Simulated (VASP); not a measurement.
BAs:

```
B As
1.0
     0.00000    2.38850    2.38850
     2.38850    0.00000    2.38850
     2.38850    2.38850    0.00000
B As
1 1
Cartesian
  0.0000 0.0000 0.0000
  1.1943 1.1943 1.1943
```

| Item | Value |
| --- | --- |
| Program | VASP 6.6.1 |
| Task | relaxation of cell and atoms |
| Functional | LDA |
| Potentials or basis | VASP PAW LDA potentials, release 64 (B, As) |
| Cutoff | 600 eV |
| k mesh | 10 × 10 × 10 |
| Occupations | gaussian, width 0.03 eV |
| Spin | no spin polarisation |

At the start: pressure -3.1 GPa; volume 13.63 Å³/atom.

Problem. How do energy, volume and symmetry change on relaxing?

Solution. Over 3 steps the energy falls by 2.9 meV/atom and the volume is 13.33 Å³/atom (-2.2 %); space group F-43m (No. 216, to 0.05 Å).

Step by step:
| step | energy change (eV) | largest force (eV/Å) | pressure (GPa) | volume (Å³) |
| --- | --- | --- | --- | --- |
| 1 | 0.0000 | 0.0000 | -3.09 | 27.25 |
| 2 | -0.0025 | 0.0000 | 2.51 | 26.23 |
| 3 | -0.0058 | 0.0000 | -0.01 | 26.66 |

Final structure:
```
B As
1.0
     0.00000    2.37115    2.37115
     2.37115    0.00000    2.37115
     2.37115    2.37115    0.00000
B As
1 1
Direct
  0.00000 0.00000 0.00000
  0.25000 0.25000 0.25000
```
